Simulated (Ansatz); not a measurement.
Fe:

```
Fe
1.0
    -1.44300    1.44300    1.44300
     1.44300   -1.44300    1.44300
     1.44300    1.44300   -1.44300
Fe
1
Direct
  0.00000 0.00000 0.00000
```

Alike in all runs: program Ansatz 0.2.0; functional PBEsol; potentials or basis Ansatz PAW; cutoff 420 eV (not typed: the program's choice for these potentials); k mesh 13 × 13 × 13; occupations fermi-dirac, width 0.05 eV.

The same cell was started in several ways:

```csv
start,free energy over the lowest (meV/atom),net moment (μB),site or absolute moments (μB),gap
"collinear spin, ferromagnetic start of up to 3 μB",0.0,2.26,Fe +2.31,none (metal or under the smearing width)
no spin polarisation,556.7,-,-,none (metal or under the smearing width)
"collinear spin, ferromagnetic start of up to 4.5 μB",0.0,2.26,Fe +2.31,none (metal or under the smearing width)
"collinear spin, random start of up to 2.74 μB",0.0,-2.26,Fe -2.31,none (metal or under the smearing width)
```

Allowing spin polarisation gains 557 meV/atom. A still lower state may exist.

Caveats: the cell is far from rest, so the order of the states can change on relaxing.
